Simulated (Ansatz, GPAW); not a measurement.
Given: the input of a run of GPAW 26.7.0 (ASE script) on LiCl. 

File run.py:

```python
from ase.dft.bandgap import bandgap
from ase.io import read, write
from ase.units import Bohr, GPa
from gpaw import GPAW, PW
from gpaw.elf import elf_from_dft_calculation

atoms = read('POSCAR')

calc = GPAW(mode=PW(800),
            xc='PBE',
            kpts={'size': (9, 9, 9), 'gamma': True},
            occupations={'name': 'methfessel-paxton', 'order': 0, 'width': 0.024},
            nbands=11,
            convergence={'density': 1e-05, 'energy': 1e-05},
            maxiter=150,
            txt='gpaw.txt')
atoms.calc = calc
energy = atoms.get_potential_energy()
forces = atoms.get_forces()
stress = atoms.get_stress()
calc.write('gs.gpw')
write('result.traj', atoms)
print(f'Energy: {energy:.6f} eV')
print('Forces (eV/A):')
print(forces.round(4))
print('Stress (GPa):', (stress / GPa).round(3))
print('Fermi level:', round(calc.get_fermi_level(), 4), 'eV')
print(f'Gap: {bandgap(calc)[0]:.4f} eV, direct: {bandgap(calc, direct=True)[0]:.4f} eV')

# fields on the real-space grid
write('density.cube', atoms, data=calc.get_pseudo_density() * Bohr**3)
write('potential.cube', atoms, data=calc.get_electrostatic_potential())
write('elf.cube', atoms, data=elf_from_dft_calculation(calc).data)
```

Contents of POSCAR:

```
LiCl
1.0
    0.0000000000      2.5647700000      2.5647700000
    2.5647700000      0.0000000000      2.5647700000
    2.5647700000      2.5647700000      0.0000000000
Cl Li
1 1
Direct
    0.5000000000      0.5000000000      0.5000000000
    0.0000000000      0.0000000000      0.0000000000
```

Potentials or basis: GPAW PAW data sets (gpaw-data 1.2.1), pw.

Run with:

```console
$ OMP_NUM_THREADS=1 python run.py
```

Q: What does the same run look like in Ansatz 0.2.0? Potentials or basis there: all-electron LAPW, scalar-relativistic.

A: As run (cutoffs and basis follow the program's own potentials, and thresholds, step limits or extra output files can differ):

File input.yaml:

```yaml
crystal:
  lattice:
    - [0.0, 2.56477, 2.56477]
    - [2.56477, 0.0, 2.56477]
    - [2.56477, 2.56477, 0.0]
  atoms:
    - { symbol: Cl, position: [0.5, 0.5, 0.5] }
    - { symbol: Li, position: [0.0, 0.0, 0.0] }
kpoints:
  mp_grid: { grid: [9, 9, 9] }
scf:
  occupations: { method: gaussian, width: 0.024 }
hamiltonian:
  xc: pbe
  pseudopotentials: { kind: all_electron, lapw: { basis_error: 0.001 } }
output:
  forces: true
  stress: true
  eigenvalues: true
```

Potentials or basis: all-electron LAPW, scalar-relativistic.

Launch:

```bash
$ ansatz run input.yaml --threads 1 --pin off --max-ram 3072MiB --backend cpu --events-out ev --progress --plain --runs-dir out
```

Both were run:

|  | GPAW | Ansatz |
| --- | --- | --- |
| Pressure | 0.5 GPa | 0.4 GPa |

Where Ansatz's input types no cutoff or centring, it takes its own default and a Γ-centred mesh.

Pressure is positive in compression.
